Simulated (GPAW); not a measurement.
# BAs (F-43m) in GPAW: further runs

Aim: see how the results for BAs move with the level of theory and the settings. Levels: PBE, PBEsol, C09-vdW, r2SCAN+D3(BJ), BEEF-vdW. Tasks: band structure, equation of state.

Program: GPAW 26.7.0. These are calculated values, not measurements. Logs are shortened: lines on timing, memory, paths and dates and some standing lists are left out, and cuts for length are marked. The log counts tension as positive stress, the text compression.

**The experiment to reproduce.**

From “Basic Physical Properties of Cubic Boron Arsenide”, 2019, arxiv:1911.11281, for a bulk crystal of BAs: bulk modulus 148 GPa.

The results are compared with them further down.

## 1. The crystal as given

Symmetry: F-43m, No. 216, cubic system. Conventional cell: a = 4.777 Å, b = 4.777 Å, c = 4.777 Å, α = 90.00°, β = 90.00°, γ = 90.00°. As (site symmetry -43m) has 4 B at 2.07 Å as nearest neighbours. B (site symmetry -43m) has 4 As at 2.07 Å as nearest neighbours.

## 2. Band structure, PBE

run.py

```python
from ase.dft.bandgap import bandgap
from ase.io import read, write
from ase.units import GPa
from gpaw import GPAW, PW, setup_paths

setup_paths.insert(0, '.')

atoms = read('POSCAR')

calc = GPAW(mode=PW(800),
            xc='PBE',
            kpts={'size': (8, 8, 8), 'gamma': True},
            occupations={'name': 'fermi-dirac', 'width': 0.05},
            setups={'As': 'jth', 'B': 'jth'},
            nbands=-7,
            convergence={'density': 1e-05, 'energy': 1e-05},
            maxiter=150,
            txt='gpaw.txt')
atoms.calc = calc
energy = atoms.get_potential_energy()
forces = atoms.get_forces()
stress = atoms.get_stress()
calc.write('gs.gpw')
write('result.traj', atoms)
print(f'Energy: {energy:.6f} eV')
print('Forces (eV/A):')
print(forces.round(4))
print('Stress (GPa):', (stress / GPa).round(3))
print('Fermi level:', round(calc.get_fermi_level(), 4), 'eV')
print(f'Gap: {bandgap(calc)[0]:.4f} eV, direct: {bandgap(calc, direct=True)[0]:.4f} eV')

path = atoms.cell.bandpath('GXWKGLUWLK,UX', npoints=60, eps=1e-4)
bs_calc = calc.fixed_density(kpts=path, symmetry='off', nbands=-15,
                             convergence={'bands': 'CBM+6.0', 'eigenstates': 1e-6}, txt='bands.txt')
bs = bs_calc.band_structure()
bs.write('bs.json')
print(f'Gap on the path: {bandgap(bs_calc)[0]:.4f} eV')
```

POSCAR

```
BAs
1.0
    0.0000000000      2.3885000000      2.3885000000
    2.3885000000      0.0000000000      2.3885000000
    2.3885000000      2.3885000000      0.0000000000
As B
1 1
Direct
    0.7500000000      0.7500000000      0.7500000000
    0.0000000000      0.0000000000      0.0000000000
```

Potentials or basis: JTH PAW 2.0, PBE, pw.

Started as:

```console
> OMP_NUM_THREADS=1 python run.py
```

gpaw.txt:

```text
__  _  _
 | _ |_)|_||  |
 |__||  | ||/\| - 26.7.0

Input parameters:
  mode=PW(ecut=800.0),
  convergence={'density': 1e-05, 'energy': 1e-05},
  kpts=MonkhorstPack(size=(8, 8, 8), gamma=True),
  maxiter=150,
  nbands=-7,
  occupations=Occupations(name='fermi-dirac', width=0.05),
  setups={'As': 'jth', 'B': 'jth'},
  xc=XC(name='PBE')

Diagonalizing LCAO Hamiltonian
Converting LCAO to pw mode

                   As

       B

Atoms  # Å, Bohr magnetons
|   | symbol |        x |        y |        z |    initial magnetic moments |
|---|--------|----------|----------|----------|-----------------------------|
| 0 |     As | 3.582750 | 3.582750 | 3.582750 | ( 0.0000,  0.0000,  0.0000) |
| 1 |      B | 0.000000 | 0.000000 | 0.000000 | ( 0.0000,  0.0000,  0.0000) |

Unit cell  # Å
| periodic |        x |        y |        z |  lengths |    angles |
|----------|----------|----------|----------|----------|-----------|
|      yes | 0.000000 | 2.388500 | 2.388500 | 3.377849 | 60.000000 |
|      yes | 2.388500 | 0.000000 | 2.388500 | 3.377849 | 60.000000 |
|      yes | 2.388500 | 2.388500 | 0.000000 | 3.377849 | 60.000000 |

Number of symmetries: 24
Symmetry operations  # r_c * U_cc + t_c -> r_c
|    | kind |            matrix            |
|----|------|------------------------------|
|  0 |  E   |  1, 0, 0,  0, 1, 0,  0, 0, 1 |
|  1 |  σ   |  1, 0, 0,  0, 0, 1,  0, 1, 0 |
|  2 |  σ   |  1, 0,-1,  0, 1,-1,  0, 0,-1 |
|  3 |  C3  |  1, 0,-1,  0, 0,-1,  0, 1,-1 |
|  4 |  C3  |  1,-1, 0,  0,-1, 1,  0,-1, 0 |
|  5 |  σ   |  1,-1, 0,  0,-1, 0,  0,-1, 1 |
|  6 |  σ   |  0, 1, 0,  1, 0, 0,  0, 0, 1 |
|  7 |  C3  |  0, 1, 0,  0, 0, 1,  1, 0, 0 |
|  8 |  C2  |  0, 1,-1,  1, 0,-1,  0, 0,-1 |
|  9 |  S4  |  0, 1,-1,  0, 0,-1,  1, 0,-1 |
| 10 |  C3  |  0, 0, 1,  1, 0, 0,  0, 1, 0 |
| 11 |  σ   |  0, 0, 1,  0, 1, 0,  1, 0, 0 |
| 12 |  S4  |  0, 0,-1,  1, 0,-1,  0, 1,-1 |
| 13 |  C3  |  0, 0,-1,  0, 1,-1,  1, 0,-1 |
| 14 |  S4  |  0,-1, 1,  1,-1, 0,  0,-1, 0 |
| 15 |  C2  |  0,-1, 1,  0,-1, 0,  1,-1, 0 |
| 16 |  C3  |  0,-1, 0,  1,-1, 0,  0,-1, 1 |
| 17 |  S4  |  0,-1, 0,  0,-1, 1,  1,-1, 0 |
| 18 |  S4  | -1, 1, 0, -1, 0, 1, -1, 0, 0 |
| 19 |  C3  | -1, 1, 0, -1, 0, 0, -1, 0, 1 |
| 20 |  C3  | -1, 0, 1, -1, 1, 0, -1, 0, 0 |
| 21 |  S4  | -1, 0, 1, -1, 0, 0, -1, 1, 0 |
| 22 |  σ   | -1, 0, 0, -1, 1, 0, -1, 0, 1 |
| 23 |  C2  | -1, 0, 0, -1, 0, 1, -1, 1, 0 |

BZ-sampling:
  Number of BZ points: 512
  Number of IBZ points: 29

  Monkhorst-Pack size: [8, 8, 8]
  Monkhorst-Pack shift: [0.0625, 0.0625, 0.0625]

K-points  # in reciprocal-cell coordinates
|     |                                coordinates |     weight |
|-----|--------------------------------------------|------------|
|   0 | (  0.00000000,   0.00000000,   0.00000000) | 0.00195312 |
|   1 | (  0.12500000,   0.12500000,   0.00000000) | 0.01171875 |
|   2 | (  0.12500000,   0.12500000,   0.12500000) | 0.01562500 |
|   3 | (  0.25000000,   0.12500000,   0.12500000) | 0.02343750 |
|   4 | (  0.25000000,   0.25000000,   0.00000000) | 0.01171875 |
|   5 | (  0.25000000,   0.25000000,   0.12500000) | 0.04687500 |
|   6 | (  0.25000000,   0.25000000,   0.25000000) | 0.01562500 |
|   7 | (  0.37500000,   0.25000000,  -0.37500000) | 0.04687500 |
|   8 | (  0.37500000,   0.25000000,   0.12500000) | 0.04687500 |
|   9 | (  0.37500000,   0.25000000,   0.25000000) | 0.04687500 |
| ... |                                            |            |
|  28 | (  0.50000000,   0.50000000,   0.50000000) | 0.00781250 |

Plane wave coefficients: 1424
Cutoff: 800.0 eV

Spin-components: 1 (collinear spins)
Bands:           16
Projectors:      10
Spin-degeneracy: 2
Datatype:        complex128

Parallelization:
  kpt:    1
  domain: 1
  band:   1

Density:
  Valence electrons: 18.0
  Components: 1
  Grid points: [24 24 24]
  Charge: 0.0  # |e|

Potential:
  Grid points: [24 24 24]

species:
  As:
    name:    Arsenic
    Z:       33.0
    valence: 15
    core:    18
    charge:  0.0  # [|e|]
    compensation charges:
      type: bessel
      rc: 0.90  # [Å]
      lmax: 2
    cutoffs:
      filter: 1.11  # [Å]
      core: 1.86  # [Å]
    projectors
    | kind |    occ | energy [eV] | rcut [Å] |
    |------|--------|-------------|----------|
    |   4s |  2.000 |     -14.494 |    1.113 |
    |    s |        |      27.211 |    1.113 |
    |   4p |  3.000 |      -5.195 |    1.113 |
    |    p |        |      27.211 |    1.113 |
    |   3d | 10.000 |     -40.646 |    1.113 |
    |    d |        |       0.000 |    1.113 |

    Using partial waves for As as LCAO basis

  B:
    name:    Boron
    Z:       5.0
    valence: 3
    core:    2
    charge:  0.0  # [|e|]
    compensation charges:
      type: sinc
      rc: 0.74  # [Å]
      lmax: 2
    cutoffs:
      filter: 0.90  # [Å]
      core: 1.43  # [Å]
    projectors
    | kind |    occ | energy [eV] | rcut [Å] |
    |------|--------|-------------|----------|
    |   2s |  2.000 |      -9.443 |    0.794 |
    |    s |        |      40.817 |    0.794 |
    |   2p |  1.000 |      -3.607 |    0.903 |
    |    p |        |      40.817 |    0.903 |

    Using partial waves for B as LCAO basis

Reference energy: -62189.166555  # eV

eigensolver:
  PPCG
  Converge bands: occupied
  niter=2

density mixing:
  MSR1-Mixer
  Pratt-step length: 0.05
  Maximum mixing coefficient: 0.75
  Old densities: 10
  SVD Regularization: 0.005
  Good broyden scale: 1.0
  Trust region scale: 1.0
  Backstep threshold: 4.0
  History deletion threshold: 6.0
  Fourier metric: weight=20.0, sigma=0.015

occupation numbers:
  Fermi-Dirac:
    width: 0.0500  # eV

poisson solver:
  ecut: 6400.0  # eV

xc functional:
  name: PBE with 2 nearest neighbor stencil

convergence criteria:
- Maximum integral of absolute [dens]ity change: 1e-05 electrons / valence electron
- Maximum [total energy] change in last 3 cyles: 1e-05 eV / valence electron
- Maximum integral of absolute [eigenst]ate change: 4e-08 eV^2 / valence electron
maximum number of iterations: 150

SCF iterations
|iter     | |      energy | eigst |  dens |
|---------|-|-------------|-------|-------|
|iter:   1| |  -11.951504 | -0.47 |       |
|iter:   2| |  -11.835402 | -2.51 | -1.07 |
|iter:   3| |  -11.389166 | -1.76 | -1.11 |
|iter:   4| |  -11.391788 | -3.03 | -1.79 |
|iter:   5| |  -11.393239 | -4.10 | -2.27 |
|iter:   6| |  -11.393349 | -5.23 | -3.07 |
|iter:   7| |  -11.393357c| -6.29 | -3.83 |
|iter:   8| |  -11.393358c| -7.35 | -4.55 |
|iter:   9| |  -11.393358c| -7.68c| -5.06c|

Converged in 9 steps
Energy contributions relative to reference atoms: (reference = -62189.166555)

Energy contributions:
  Kinetic:          12.666078
  Coulomb:         -10.851379
  Zero:             -0.023212
  External:          0.000000
  Xc:              -13.184845
  Entropy:          -0.000000
  Spinorbit:         0.000000
  ----------------------------
  Free energy:     -11.393358
  Extrapolated:    -11.393358

dipole moment: (-3.309765, -3.309765, -3.309765)  # |e|*Ang

Fermi level: 7.988
Eigenvalues  # (at kpt = [0.000, 0.000, 0.000])
| band index |      eig [eV] | occ [0-2] |
|------------|---------------|-----------|
|          0 |       -28.395 |     2.000 |
|          1 |       -28.395 |     2.000 |
|          2 |       -28.395 |     2.000 |
|          3 |       -28.376 |     2.000 |
|          4 |       -28.376 |     2.000 |
|          5 |        -7.994 |     2.000 |
[... 8 lines left out ...]
|         14 |        20.583 |     0.000 |
|         15 |        20.583 |     0.000 |

Gap: 1.200 eV
Transition (v -> c):
  (s=0, k=0, n=8, [0.00, 0.00, 0.00]) -> (s=0, k=12, n=9, [0.38, 0.38, 0.00])
Direct/indirect transitions are different
Direct gap: 3.282 eV
Transition at: (s=0, k=0, n=8, [0.00, 0.00, 0.00])

Forces  # eV/Ang
|        x |       y |        z |
|----------|---------|----------|
| -0.00000 | 0.00000 | -0.00000 |  # As   0
| -0.00000 | 0.00000 |  0.00000 |  # B    1

Stress tensor  # eV/Ang^3
|         x |         y |         z |
|-----------|-----------|-----------|
| -0.015769 |  0.000000 |  0.000000 |
|  0.000000 | -0.015769 | -0.000000 |
|  0.000000 | -0.000000 | -0.015769 |

# Writing to gs.gpw (mode='')
```

It took 37 s on 1 thread of Arm Neoverse V1, shared host; peak memory 0.23 GiB.

What came out:

| Quantity | Value |
| --- | --- |
| Free energy | -11.3934 eV |
| Pressure | 2.5 GPa |
| Band gap on the k mesh | 1.20 eV, indirect (least direct gap 3.28 eV) |
| Band gap along the path | 1.20 eV, indirect (least direct gap 3.28 eV) |

Levels at the corners of the path, in eV from the valence-band top:
| point | band 7 | band 8 | band 9 | band 10 | band 11 | band 12 |
| --- | --- | --- | --- | --- | --- | --- |
| Γ | 0.00 | 0.00 | 0.00 | 3.28 | 3.28 | 3.28 |
| X | -8.52 | -4.08 | -4.08 | 1.44 | 1.45 | 11.39 |
| W | -8.05 | -5.48 | -5.18 | 5.26 | 5.93 | 6.82 |
| K | -8.14 | -5.94 | -3.48 | 2.05 | 5.55 | 9.23 |
| Γ | 0.00 | 0.00 | 0.00 | 3.28 | 3.28 | 3.28 |
| L | -8.78 | -1.82 | -1.82 | 2.68 | 4.80 | 4.80 |
| U | -8.14 | -5.94 | -3.48 | 2.05 | 5.55 | 9.23 |
| W | -8.05 | -5.48 | -5.18 | 5.26 | 5.93 | 6.82 |
| L | -8.78 | -1.82 | -1.82 | 2.68 | 4.80 | 4.80 |
| K | -8.14 | -5.94 | -3.48 | 2.05 | 5.55 | 9.23 |
| U | -8.14 | -5.94 | -3.48 | 2.05 | 5.55 | 9.23 |
| X | -8.52 | -4.08 | -4.08 | 1.44 | 1.45 | 11.39 |

Caveat: the program truncates these outside data sets. PBE gaps usually lie below the measured ones, often by a third to a half.

## 3. Equation of state, PBEsol

run.py

```python
from ase.eos import EquationOfState
from ase.io import Trajectory
from ase.spacegroup import crystal
from ase.units import GPa
from gpaw import GPAW, PW, setup_paths

setup_paths.insert(0, '.')

# As 4c
# B 4a
atoms = crystal(['As', 'B'],
                basis=[[0.25, 0.25, 0.25],
                       [0.0, 0.0, 0.0]],
                spacegroup=216, setting=1,  # F-43m
                cellpar=[4.777, 4.777, 4.777, 90.0, 90.0, 90.0],
                primitive_cell=True)

traj = Trajectory('eos.traj', 'w')
volumes, energies = [], []
for x in [0.94, 0.96, 0.98, 1.0, 1.02, 1.04, 1.06]:
    a = atoms.copy()
    a.set_cell(atoms.cell * x**(1 / 3), scale_atoms=True)
    calc = GPAW(mode=PW(800),
                xc='PBEsol',
                kpts={'size': (8, 8, 8), 'gamma': True},
                occupations={'name': 'fermi-dirac', 'width': 0.05},
                nbands=11,
                convergence={'density': 1e-05, 'energy': 1e-05},
                maxiter=150,
                txt=f'eos-{x:.2f}.txt')
    a.calc = calc
    energies.append(a.get_potential_energy(force_consistent=True))
    volumes.append(a.get_volume())
    p = -a.get_stress()[:3].mean() / GPa
    calc.write(f'eos-{x:.2f}.gpw')
    traj.write(a)
    print(f'{x:.2f} {volumes[-1]:10.4f} A^3 {energies[-1]:14.6f} eV {p:9.3f} GPa', flush=True)

v0, e0, B = EquationOfState(volumes, energies, eos='birchmurnaghan').fit()
print(f'V0 = {v0:.4f} A^3, E0 = {e0:.6f} eV, B0 = {B / GPa:.2f} GPa')
```

Potentials or basis: PAW data sets generated in the run's folder for this functional, pw.

Started as:

```console
> gpaw-setup -f PBEsol As B
> OMP_NUM_THREADS=1 python run.py
```

Output:

```text
__  _  _
 | _ |_)|_||  |
 |__||  | ||/\| - 26.7.0

Input parameters:
  mode=PW(ecut=800.0),
  convergence={'density': 1e-05, 'energy': 1e-05},
  kpts=MonkhorstPack(size=(8, 8, 8), gamma=True),
  maxiter=150,
  nbands=11,
  occupations=Occupations(name='fermi-dirac', width=0.05),
  xc=XC(name='PBEsol')

Diagonalizing LCAO Hamiltonian
Converting LCAO to pw mode

           As

       B

Atoms  # Å, Bohr magnetons
|   | symbol |        x |        y |        z |    initial magnetic moments |
|---|--------|----------|----------|----------|-----------------------------|
| 0 |     As | 1.169871 | 1.169871 | 1.169871 | ( 0.0000,  0.0000,  0.0000) |
| 1 |      B | 0.000000 | 0.000000 | 0.000000 | ( 0.0000,  0.0000,  0.0000) |

Unit cell  # Å
| periodic |        x |        y |        z |  lengths |    angles |
|----------|----------|----------|----------|----------|-----------|
[... 174 lines left out ...]
|iter:   9| |  -12.210544c| -8.83c| -5.51c|

Converged in 9 steps
Energy contributions relative to reference atoms: (reference = -62125.300425)

Energy contributions:
  Kinetic:          27.172997
  Coulomb:         -23.542587
  Zero:             -0.009045
  External:          0.000000
  Xc:              -15.831908
  Entropy:          -0.000001
  Spinorbit:         0.000000
  ----------------------------
  Free energy:     -12.210544
  Extrapolated:    -12.210544

dipole moment: (-11.369975, -11.369975, -11.369975)  # |e|*Ang

Fermi level: 9.206
Eigenvalues  # (at kpt = [0.000, 0.000, 0.000])
| band index |      eig [eV] | occ [0-2] |
|------------|---------------|-----------|
|          0 |        -7.304 |     2.000 |
|          1 |         8.703 |     2.000 |
|          2 |         8.703 |     2.000 |
|          3 |         8.703 |     2.000 |
|          4 |        12.043 |     0.000 |
|          5 |        12.043 |     0.000 |
|          6 |        12.043 |     0.000 |
|          7 |        14.223 |     0.000 |
|          8 |        18.440 |     0.000 |
|          9 |        22.031 |     0.000 |
|         10 |        22.032 |     0.000 |

Gap: 1.042 eV
Transition (v -> c):
  (s=0, k=0, n=3, [0.00, 0.00, 0.00]) -> (s=0, k=12, n=4, [0.38, 0.38, 0.00])
Direct/indirect transitions are different
Direct gap: 3.340 eV
Transition at: (s=0, k=0, n=3, [0.00, 0.00, 0.00])

Stress tensor  # eV/Ang^3
|         x |         y |         z |
|-----------|-----------|-----------|
| -0.059923 | -0.000000 |  0.000000 |
| -0.000000 | -0.059923 |  0.000000 |
|  0.000000 |  0.000000 | -0.059923 |

# Writing to eos-0.94.gpw (mode='')
```

It took 74 s on 1 thread of Arm Neoverse V1, shared host; peak memory 0.19 GiB.

Results:

```
Equilibrium volume                      : 13.61 Å³/atom
Bulk modulus                            : 141 GPa
Pressure derivative of the bulk modulus : 4.1
```

Energy against volume, from the lowest point:
| volume (Å³/atom) | energy (meV/atom) |
| --- | --- |
| 12.809 | 23.09 |
| 13.081 | 9.70 |
| 13.354 | 2.19 |
| 13.626 | 0.00 |
| 13.899 | 2.59 |
| 14.171 | 9.52 |
| 14.444 | 20.34 |

## 4. Band structure, C09-vdW, spin-orbit coupling, no magnetisation

run.py

```python
import numpy as np
from ase.dft.bandgap import bandgap
from ase.io import read, write
from gpaw import GPAW, PW
from gpaw.spinorbit import soc_eigenstates

atoms = read('BAs.cif')

calc = GPAW(mode=PW(800),
            xc={'name': 'C09-vdW', 'backend': 'libvdwxc'},
            kpts={'size': (8, 8, 8), 'gamma': True},
            occupations={'name': 'fermi-dirac', 'width': 0.05},
            nbands=11,
            convergence={'density': 1e-05, 'energy': 1e-05},
            maxiter=150,
            txt='gpaw.txt')
atoms.calc = calc
energy = atoms.get_potential_energy()
forces = atoms.get_forces()
calc.write('gs.gpw')
write('result.traj', atoms)
print(f'Energy: {energy:.6f} eV')
print('Forces (eV/A):')
print(forces.round(4))
print('Fermi level:', round(calc.get_fermi_level(), 4), 'eV')
print(f'Gap: {bandgap(calc)[0]:.4f} eV, direct: {bandgap(calc, direct=True)[0]:.4f} eV')

path = atoms.cell.bandpath('GXWKGLUWLK,UX', npoints=80, eps=1e-4)
bs_calc = calc.fixed_density(kpts=path, symmetry='off', nbands=19,
                             convergence={'bands': 'CBM+6.0', 'eigenstates': 1e-6}, txt='bands.txt')
bs = bs_calc.band_structure()
bs.write('bs.json')
print(f'Gap on the path: {bandgap(bs_calc)[0]:.4f} eV')

soc = soc_eigenstates(bs_calc, theta=90, phi=0)
np.savetxt('soc_bands.dat', soc.eigenvalues(), fmt='%.4f')
mesh = soc_eigenstates('gs.gpw', theta=90, phi=0)
np.savetxt('soc_mesh.dat', mesh.eigenvalues(), fmt='%.4f')
print('Fermi level with spin-orbit coupling:', round(mesh.fermi_level, 4), 'eV')
```

BAs.cif

```cif
data_BAs
_cell_length_a 3.37784909
_cell_length_b 3.37784909
_cell_length_c 3.37784909
_cell_angle_alpha 60.00000000
_cell_angle_beta 60.00000000
_cell_angle_gamma 60.00000000
_space_group_name_H-M_alt 'P1'
_space_group_name_Hall 'P 1'
_space_group_IT_number 1
loop_
_space_group_symop_operation_xyz
'x,y,z'
loop_
_atom_site_label
_atom_site_type_symbol
_atom_site_symmetry_multiplicity
_atom_site_Wyckoff_symbol
_atom_site_fract_x
_atom_site_fract_y
_atom_site_fract_z
_atom_site_occupancy
As1 As 1 a 0.7500000000 0.7500000000 0.7500000000 1
B1 B 1 a 0.0000000000 0.0000000000 0.0000000000 1
```

Potentials or basis: GPAW PAW data sets (gpaw-data 1.2.1), pw.

Started as:

```console
> OMP_NUM_THREADS=1 python run.py
```

It took 31 s on 1 thread of Arm Neoverse V1, shared host; peak memory 0.26 GiB.

The run converged. Its results:

- Free energy: 18.4511 eV
- Band gap on the k mesh: 1.08 eV, indirect (least direct gap 3.06 eV)
- Band gap along the path: 1.07 eV, indirect (least direct gap 3.06 eV)

Levels at the corners of the path, in eV from the valence-band top:
```
point  band 6  band 7  band 8  band 9  band 10  band 11
    Γ    0.00    0.00    0.00    3.06     3.06     3.28
    X   -4.22   -4.08   -4.08    1.32     1.32     1.32
    W   -5.52   -5.29   -5.28    5.16     5.16     5.90
    K   -6.00   -3.56   -3.56    1.92     1.93     5.45
    Γ    0.00    0.00    0.00    3.06     3.06     3.28
    L   -1.96   -1.81   -1.81    2.64     2.64     4.65
    U   -6.00   -3.56   -3.56    1.92     1.93     5.45
    W   -5.52   -5.29   -5.28    5.16     5.16     5.90
    L   -1.96   -1.81   -1.81    2.64     2.64     4.65
    K   -6.00   -3.56   -3.56    1.92     1.93     5.45
    U   -6.00   -3.56   -3.56    1.92     1.93     5.45
    X   -4.22   -4.08   -4.08    1.32     1.32     1.32
```

Caveat: spin-orbit coupling was added after a scalar SCF, so levels and gaps hold it while energy, forces, pressure and moments don't; this program's spin-orbit splittings come out too wide for heavy elements; the PAW data sets were made with another functional, which shifts forces and pressure a little.

(Continued in part 2 of 2.)
